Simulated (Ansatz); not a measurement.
## BN, space group P1: a G0W0 quasiparticle calculation

Computed with the Python package of Ansatz (0.2.0).

`bn.cif`
```cif
data_BN
_cell_length_a 2.508041
_cell_length_b 2.508041
_cell_length_c 3.273757
_cell_angle_alpha 101.10705
_cell_angle_beta 101.10705
_cell_angle_gamma 119.80736
_symmetry_space_group_name_H-M 'P 1'
_symmetry_Int_Tables_number 1
loop_
_symmetry_equiv_pos_as_xyz
'x, y, z'
loop_
_atom_site_label
_atom_site_type_symbol
_atom_site_fract_x
_atom_site_fract_y
_atom_site_fract_z
B1 B    0.979643    0.983499    0.001806
N2 N    0.668506    0.332385    0.984999
```

`gw_bn.py`:
```python
import ansatz as az
from ase.io import read

atoms = read("bn.cif")
xtal = az.Crystal.from_ase(atoms)

calc = (
    xtal.calculation()
    .functional(az.Functional.PBESOL)
    .pseudopotentials("paw")
    .basis(470)
    .kpoints(6, 6, 4)
    .occupations("fixed")
    .gw(empty_bands=80, screening_cutoff=80, quasiparticle_bands=("v3", "c1"))
)
events = []
res = calc.session().plan().execute(on_event=events.append, runs_dir="gw_run")
gw = next(e["data"] for e in events if e["event"] == "gw_qp")
top = gw["frontier_bands"]["highest_filled_band"]
for qp in gw["qp"]:
    if qp["ik"] == 0:
        print("band", qp["band"], "shift", round(qp["e_qp_ev"] - qp["eps_ks_ev"], 3), "eV, Z =", round(qp["z"], 3))
for key, label in (("eps_ks_ev", "Kohn-Sham"), ("e_qp_ev", "G0W0")):
    filled = max(qp[key] for qp in gw["qp"] if qp["band"] <= top)
    empty = min(qp[key] for qp in gw["qp"] if qp["band"] > top)
    print(f"{label} gap on the mesh: {empty - filled:.3f} eV")
print("static dielectric eigenvalues (RPA, this mesh):", [round(e, 3) for e in gw["screening"][0]["eps_tensor_eigenvalues"]])
```

Output of `python gw_bn.py`:
```text
band 2 shift -0.983 eV, Z = 0.79
band 3 shift -0.775 eV, Z = 0.807
band 4 shift -0.664 eV, Z = 0.811
band 5 shift 0.505 eV, Z = 0.842
Kohn-Sham gap on the mesh: 2.868 eV
G0W0 gap on the mesh: 4.105 eV
static dielectric eigenvalues (RPA, this mesh): [3.001, 4.842, 5.455]
```

Notes:
- The k-point mesh is coarse, and energy and stress weren't tested for convergence.
- The structure comes from a database of computed cells and needn't be a stable or known phase.
- Mesh, empty bands and screening cutoff are small, so the quasiparticle gap isn't converged, and it is read on the mesh points alone. Spin-orbit coupling is left out, which matters for heavy elements.
- Hardware and time: 96 s on 1 thread of Arm Neoverse V1 (shared host), peak memory 0.44 GiB.
